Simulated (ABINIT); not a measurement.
# BaH2 (P6_3/mmc) in ABINIT: a series of runs

Aim: see how the results for BaH2 move with the level of theory and the settings. Levels: PBEsol, LDA. Tasks: band structure.

All numbers are computed with ABINIT 10.8.3 (patched build); they aren't measurements. Logs are shortened: lines on timing, memory, paths and dates and some standing lists are left out, and cuts for length are marked. The log counts tension as positive stress, the text compression.

## (1) The crystal as given

Symmetry: P6_3/mmc, No. 194, hexagonal system. Conventional cell: a = 4.462 Å, b = 4.462 Å, c = 6.055 Å, α = 90.00°, β = 90.00°, γ = 120.00°. Ba (site symmetry -6m2) has 3 H at 2.58 Å as nearest neighbours. H (site symmetry -3m) has 6 Ba at 2.99 Å and 8 H at 2.99 to 3.03 Å as nearest neighbours. Around H (site symmetry -6m2) lie 3 Ba at 2.58 Å.

The cell comes from a database or a generator and needn't be the stable form of this composition.

## (2) Band structure, PBEsol

Contents of run.abi:

```
# Datasets: ground state, then fixed potential
ndtset 2

# Pseudopotentials
pp_dirpath "./"
pseudos "Ba.upf, H.upf"

# Structure
acell 4.4620250523 4.4620250524 6.05529259 Angstrom
rprim
     1.0000000000     0.0000000000     0.0000000000
    -0.5000000000     0.8660254038     0.0000000000
     0.0000000000     0.0000000000     1.0000000000
ntypat 2
znucl 56 1
natom 6
typat 1 1 2 2 2 2
xred
     0.3333333333     0.6666666667     0.2500000000
     0.6666666667     0.3333333333     0.7500000000
     0.0000000000     0.0000000000     0.0000000000
     0.0000000000     0.0000000000     0.5000000000
     0.6666666667     0.3333333333     0.2500000000
     0.3333333333     0.6666666667     0.7500000000

# Plane-wave basis
ecut 36.0

# Exchange and correlation
ixc -116133

# Bands and occupations
occopt 3
tsmear 0.00183747

# SCF cycle
nstep 100

# Output
iomode 3
prtwf 0
prteig 0
prtebands 0
enunit 1
prtden1 1
prtvha1 1
prtvclmb1 1
prtpot1 1
prtelf1 1

# Dataset 1
kptopt1 1
ngkpt1 7 7 5
nshiftk1 1
shiftk1 0.0 0.0 0.0
nband1 16
tolvrs1 1.0e-10

# Dataset 2: bands along G-M-K-G-A-L-H-A
iscf2 -2
getden2 1
nband2 22
nbdbuf2 4
tolwfr2 1.0e-11
kptopt2 -7
ndivsm2 6
prteig2 1
kptbounds2
     0.0000000000     0.0000000000     0.0000000000
     0.5000000000     0.0000000000     0.0000000000
     0.3333333333     0.3333333333     0.0000000000
     0.0000000000     0.0000000000     0.0000000000
     0.0000000000     0.0000000000     0.5000000000
     0.5000000000     0.0000000000     0.5000000000
     0.3333333333     0.3333333333     0.5000000000
     0.0000000000     0.0000000000     0.5000000000
```

Potentials or basis: PseudoDojo NC SR PBEsol v0.4.1 standard.

On the command line:

```bash
mpirun --bind-to none -np 4 abinit run.abi > log 2>&1
```

run.abo:

```text
.Version 10.8.3 of ABINIT
 DATASET    1 : space group P6_3/m m c (#194); Bravais hP (primitive hexag.)
================================================================================
 Values of the parameters that define the memory need for DATASET  1.
     intxc =       0    ionmov =       0      iscf =       7    lmnmax =       6
     lnmax =       6     mgfft =      64  mpssoang =       3    mqgrid =    3091
     natom =       6  nloc_mem =       1    nspden =       1   nspinor =       1
    nsppol =       1      nsym =      24    n1xccc =    2501    ntypat =       2
    occopt =       3   xclevel =       2
       mpw =        7297          nfft =      147456          nkpt =          24
================================================================================
================================================================================

 DATASET    2 : space group P6_3/m m c (#194); Bravais hP (primitive hexag.)
================================================================================
 Values of the parameters that define the memory need for DATASET  2.
     intxc =       0    ionmov =       0      iscf =      -2    lmnmax =       6
     lnmax =       6     mgfft =      64  mpssoang =       3    mqgrid =    3091
     natom =       6  nloc_mem =       1    nspden =       1   nspinor =       1
    nsppol =       1      nsym =      24    n1xccc =    2501    ntypat =       2
    occopt =       3   xclevel =       2
       mpw =        7309          nfft =      147456          nkpt =          64
================================================================================
================================================================================

--------------------------------------------------------------------------------
------------- Echo of variables that govern the present computation ------------
--------------------------------------------------------------------------------
 -outvars: echo values of preprocessed input variables --------
            acell      8.4320053158E+00  8.4320053160E+00  1.1442844607E+01 Bohr
              amu      1.37327000E+02  1.00794000E+00
             ecut      3.60000000E+01 Hartree
           enunit           1
           getden1          0
           getden2          1
             iscf1          7
             iscf2         -2
                       outvar_i_n : Printing only first  50 k-points.
              ixc     -116133
           jdtset        1    2
                       outvar_i_n : Printing only first  50 k-points.
           kptopt1          1
           kptopt2         -7
         kptrlatt        7    0    0      0    7    0      0    0    5
          kptrlen1     5.72142230E+01
[... 860 lines left out ...]
 length scales=  8.432005315786  8.432005315975 11.442844607339 bohr
              =  4.462025052300  4.462025052400  6.055292590000 angstroms
 Eigenvalues (   eV  ) for nkpt=  64  k points:
 kpt#   1, nband= 22, wtk=  1.00000, kpt=  0.0000  0.0000  0.0000 (reduced coord)
 -22.97454  -22.79949   -8.79815   -7.97212   -7.97212   -7.72322   -7.72322   -7.68186
  -0.21653    1.16601    3.62293    4.13054    6.85661    6.85661    7.86010    7.86010
   7.88868    7.88868    8.66958    9.77125    9.77125   10.04397
 kpt#   2, nband= 22, wtk=  1.00000, kpt=  0.0500  0.0000  0.0000 (reduced coord)
 -22.97280  -22.79966   -8.79109   -7.98436   -7.97705   -7.73851   -7.72290   -7.68713
  -0.17232    1.19161    3.59541    4.01961    6.89713    7.01462    7.79966    7.80274
   7.80457    7.92626    8.69714    9.84998    9.90375   10.20016
 kpt#   3, nband= 22, wtk=  1.00000, kpt=  0.1000  0.0000  0.0000 (reduced coord)
 -22.96770  -22.80022   -8.77017   -8.02016   -7.99100   -7.78164   -7.72228   -7.70281
  -0.04337    1.26463    3.51545    3.74991    7.01819    7.41831    7.61822    7.65668
   7.66953    8.03818    8.78505   10.05820   10.24289   10.59938
 kpt#   4, nband= 22, wtk=  1.00000, kpt=  0.1500  0.0000  0.0000 (reduced coord)
 -22.95954  -22.80128   -8.73621   -8.07676   -8.01187   -7.84523   -7.72856   -7.72211
   0.15964    1.37403    3.39113    3.42263    7.21833    7.42607    7.46911    7.54766
   7.94242    8.22182    8.95727   10.34283   10.67796   11.12315
 kpt#   5, nband= 22, wtk=  1.00000, kpt=  0.2000  0.0000  0.0000 (reduced coord)
[... 225 lines left out ...]
   1.10683    1.10683    3.24313    3.24313    6.93001    6.93001    7.23425    7.23425
   7.90348    7.90348   10.04676   10.04676   10.59245   10.59245
 kpt#  62, nband= 22, wtk=  1.00000, kpt=  0.0556  0.0556  0.5000 (reduced coord)
 -22.88509  -22.88509   -8.33347   -8.33347   -7.85934   -7.85934   -7.85039   -7.85039
   0.96539    0.96539    3.45234    3.45234    6.81524    6.81524    7.01355    7.01355
   7.92405    7.92405   10.15016   10.15016   10.41726   10.41726
 kpt#  63, nband= 22, wtk=  1.00000, kpt=  0.0278  0.0278  0.5000 (reduced coord)
 -22.88729  -22.88729   -8.30775   -8.30775   -7.85155   -7.85155   -7.84984   -7.84984
   0.87552    0.87552    3.61130    3.61130    6.73579    6.73579    6.79421    6.79421
   8.01906    8.01906   10.21207   10.21207   10.28316   10.28316
 kpt#  64, nband= 22, wtk=  1.00000, kpt=  0.0000  0.0000  0.5000 (reduced coord)
 -22.88805  -22.88805   -8.29896   -8.29896   -7.84919   -7.84919   -7.84919   -7.84919
   0.84468    0.84468    3.67215    3.67215    6.70809    6.70809    6.70809    6.70809
   8.06200    8.06200   10.23181   10.23181   10.23181   10.23181

== END DATASET(S) ==============================================================
================================================================================

 -outvars: echo values of variables after computation  --------
            acell      8.4320053158E+00  8.4320053160E+00  1.1442844607E+01 Bohr
           etotal1    -5.8597334941E+01
            fcart1     8.5156341734E-29  3.4415525775E-28 -0.0000000000E+00
                       1.4902359803E-28 -6.1456296025E-29 -0.0000000000E+00
                      -4.2578170867E-29 -2.4582518411E-29 -0.0000000000E+00
                      -4.2578170867E-29 -2.4582518411E-29 -0.0000000000E+00
                       8.5156341734E-29 -9.8330073642E-29 -0.0000000000E+00
                      -2.3417993977E-28 -1.3520385126E-28 -0.0000000000E+00
            rprim      1.0000000000E+00  0.0000000000E+00  0.0000000000E+00
                      -5.0000000000E-01  8.6602540380E-01  0.0000000000E+00
                       0.0000000000E+00  0.0000000000E+00  1.0000000000E+00
           strten1     6.9629423470E-05  6.9629423253E-05  6.8144427808E-05
                       0.0000000000E+00  0.0000000000E+00  3.4788626658E-14
           xangst     -3.3333245927E-11  2.5761513652E+00  1.5138231475E+00
                       2.2310125261E+00  1.2880756826E+00  4.5414694425E+00
                       8.2564049160E-17 -1.4300512803E-16  0.0000000000E+00
                       8.2564049160E-17 -1.4300512803E-16  3.0276462950E+00
                       2.2310125261E+00  1.2880756826E+00  1.5138231475E+00
                      -3.3333245927E-11  2.5761513652E+00  4.5414694425E+00
             xred      3.3333333333E-01  6.6666666667E-01  2.5000000000E-01
                       6.6666666667E-01  3.3333333333E-01  7.5000000000E-01
                       0.0000000000E+00 -3.7007434154E-17  0.0000000000E+00
                       0.0000000000E+00 -3.7007434154E-17  5.0000000000E-01
                       6.6666666667E-01  3.3333333333E-01  2.5000000000E-01
                       3.3333333333E-01  6.6666666667E-01  7.5000000000E-01
 Calculation completed.
```

Wall time 42 s (4 MPI ranks of Intel Xeon 6975P-C (Granite Rapids), shared host); peak memory 0.48 GiB.

What came out:

* Free energy: -1594.5147 eV
* Pressure: -2.0 GPa
* Band gap on the k mesh: 1.70 eV, indirect (least direct gap 2.56 eV)
* Band gap along the path: 1.47 eV, indirect (least direct gap 2.55 eV)
* Valence electrons inside the program's atomic spheres: Ba 5.25; H 1.12, 1.24

Levels at the corners of the path, in eV from the valence-band top:
```tsv
point	band 10	band 11	band 12	band 13	band 14	band 15
Γ	-2.96	-0.51	0.00	2.73	2.73	3.73
M	-2.25	-1.67	-1.59	2.51	3.78	3.79
K	-1.99	-1.95	-1.77	3.11	3.11	4.22
Γ	-2.96	-0.51	0.00	2.73	2.73	3.73
A	-3.29	-0.46	-0.46	2.58	2.58	2.58
L	-2.30	-1.37	-1.37	2.30	2.30	3.85
H	-1.77	-1.54	-1.54	1.47	1.47	4.35
A	-3.29	-0.46	-0.46	2.58	2.58	2.58
```

Caveat: this set's barium file shifts pressures by 1 GPa against other sets; this release of the barium file is off; spin-orbit coupling is left out, which moves the levels of the heavy elements; the mesh misses the band edges, which the band path finds closer together. PBEsol gaps usually lie below the measured ones, often by a third to a half.

## (3) Band structure, LDA

run.abi: that of step 2 with these lines changed.

```diff
@@ -5,3 +5,3 @@
 pp_dirpath "./"
-pseudos "Ba.upf, H.upf"
+pseudos "Ba.LDA_PW-JTH.xml, H.LDA_PW-JTH.xml"
 
@@ -26,6 +26,7 @@
 # Plane-wave basis
-ecut 36.0
+ecut 25.0
+pawecutdg 47.0
 
 # Exchange and correlation
-ixc -116133
+ixc 7
 
@@ -48,3 +49,2 @@
 prtpot1 1
-prtelf1 1
 
@@ -56,3 +56,3 @@
 nband1 16
-tolvrs1 1.0e-10
+tolvrs1 1.0e-9
```

Potentials or basis: JTH PAW LDA v2.0.

On the command line:

```bash
mpirun --bind-to none -np 4 abinit run.abi > log 2>&1
```

run.abo:

```text
.Version 10.8.3 of ABINIT
 DATASET    1 : space group P6_3/m m c (#194); Bravais hP (primitive hexag.)
================================================================================
 Values of the parameters that define the memory need for DATASET  1.
     intxc =       0    ionmov =       0      iscf =      17    lmnmax =      18
     lnmax =       6     mgfft =      54  mpssoang =       3    mqgrid =    3532
     natom =       6  nloc_mem =       2    nspden =       1   nspinor =       1
    nsppol =       1      nsym =      24    n1xccc =       1    ntypat =       2
    occopt =       3   xclevel =       1
       mpw =        4238          nfft =       86400          nkpt =          24
Pmy_natom=         2
 PAW method is used; the additional fine FFT grid is defined by:
   mgfftf=        72    nfftf =    209952
================================================================================
================================================================================

 DATASET    2 : space group P6_3/m m c (#194); Bravais hP (primitive hexag.)
[... 1205 lines left out ...]
                      -3.1933628150E-29 -4.3019407219E-29 -0.0000000000E+00
                      -3.1933628150E-29  1.0447570325E-28 -0.0000000000E+00
                       3.1933628150E-29 -6.1456296023E-30 -0.0000000000E+00
            rprim      1.0000000000E+00  0.0000000000E+00  0.0000000000E+00
                      -5.0000000000E-01  8.6602540380E-01  0.0000000000E+00
                       0.0000000000E+00  0.0000000000E+00  1.0000000000E+00
           strten1     1.0392664545E-04  1.0392664496E-04  1.0232963385E-04
                       0.0000000000E+00  0.0000000000E+00  7.9945679115E-14
           xangst     -3.3333245927E-11  2.5761513652E+00  1.5138231475E+00
                       2.2310125261E+00  1.2880756826E+00  4.5414694425E+00
                       8.2564049160E-17 -1.4300512803E-16  0.0000000000E+00
                       8.2564049160E-17 -1.4300512803E-16  3.0276462950E+00
                       2.2310125261E+00  1.2880756826E+00  1.5138231475E+00
                      -3.3333245927E-11  2.5761513652E+00  4.5414694425E+00
             xred      3.3333333333E-01  6.6666666667E-01  2.5000000000E-01
                       6.6666666667E-01  3.3333333333E-01  7.5000000000E-01
                       0.0000000000E+00 -3.7007434154E-17  0.0000000000E+00
                       0.0000000000E+00 -3.7007434154E-17  5.0000000000E-01
                       6.6666666667E-01  3.3333333333E-01  2.5000000000E-01
                       3.3333333333E-01  6.6666666667E-01  7.5000000000E-01
 Calculation completed.
```

Run time: 26 s. Hardware: 4 MPI ranks of Intel Xeon 6975P-C (Granite Rapids), shared host; peak memory 0.52 GiB.

Results:

```
Free energy                                           : -1479.4922 eV
Pressure                                              : -3.0 GPa
Band gap on the k mesh                                : 1.57 eV, indirect (least direct gap 2.43 eV)
Band gap along the path                               : 1.33 eV, indirect (least direct gap 2.43 eV)
Valence electrons inside the program's atomic spheres : Ba 6.49; H 0.39, 0.42
```

Levels at the corners of the path, in eV from the valence-band top:
| point | band 10 | band 11 | band 12 | band 13 | band 14 | band 15 |
| --- | --- | --- | --- | --- | --- | --- |
| Γ | -3.02 | -0.54 | 0.00 | 2.62 | 2.62 | 3.60 |
| M | -2.32 | -1.72 | -1.65 | 2.37 | 3.66 | 3.69 |
| K | -2.05 | -2.01 | -1.83 | 2.98 | 2.98 | 4.11 |
| Γ | -3.02 | -0.54 | 0.00 | 2.62 | 2.62 | 3.60 |
| A | -3.36 | -0.47 | -0.47 | 2.45 | 2.45 | 2.45 |
| L | -2.36 | -1.41 | -1.41 | 2.17 | 2.17 | 3.73 |
| H | -1.83 | -1.59 | -1.59 | 1.33 | 1.33 | 4.23 |
| A | -3.36 | -0.47 | -0.47 | 2.45 | 2.45 | 2.45 |

Caveat: this set's barium file shifts pressures by 1.5 GPa and gaps by 0.1 eV against other sets; spin-orbit coupling is left out, which moves the levels of the heavy elements; the mesh misses the band edges, which the band path finds closer together. Expect the measured gap to be larger: semilocal functionals such as LDA lack the derivative discontinuity.

## (4) The reference run

An earlier run on the cell as given: functional PBEsol; potentials or basis PseudoDojo NC SR PBEsol v0.4.1 standard; cutoff 980 eV; k mesh 7 × 7 × 5; occupations fermi-dirac, width 0.05 eV; no spin polarisation.

- Pressure: -2.0 GPa
- Band gap on the k mesh: 1.70 eV, indirect (least direct gap 2.56 eV)
- Valence electrons inside the program's atomic spheres: Ba 5.25; H 1.12, 1.24

## (5) Summary

| task | level | potentials or basis | cutoff (eV) | fine-grid cutoff | gap on the mesh (eV) | pressure (GPa) |
| --- | --- | --- | --- | --- | --- | --- |
| band structure | PBEsol | PseudoDojo NC SR PBEsol v0.4.1 standard | 980 | - | 1.70 | -2.0 |
| band structure | LDA | JTH PAW LDA v2.0 | 680 | 1278.94 eV | 1.57 | -3.0 |
| single point | PBEsol | PseudoDojo NC SR PBEsol v0.4.1 standard | 980 | - | 1.70 | -2.0 |

Alike in all rows: no spin polarisation; cell as given; k mesh 7 × 7 × 5; smearing fermi-dirac 0.05 eV.

Caveats: spin-orbit coupling is left out, which moves the levels of the heavy elements; this set's barium file shifts pressures by 1 GPa against other sets (some runs); this release of the barium file is off (some runs); the mesh misses the band edges, which the band path finds closer together (some runs); this set's barium file shifts pressures by 1.5 GPa and gaps by 0.1 eV against other sets (some runs); an odd mesh through Γ misses points on the zone boundary, where band edges often lie (some runs).

Total energies depend on the potentials used, so only differences within one code and one set of settings carry meaning.
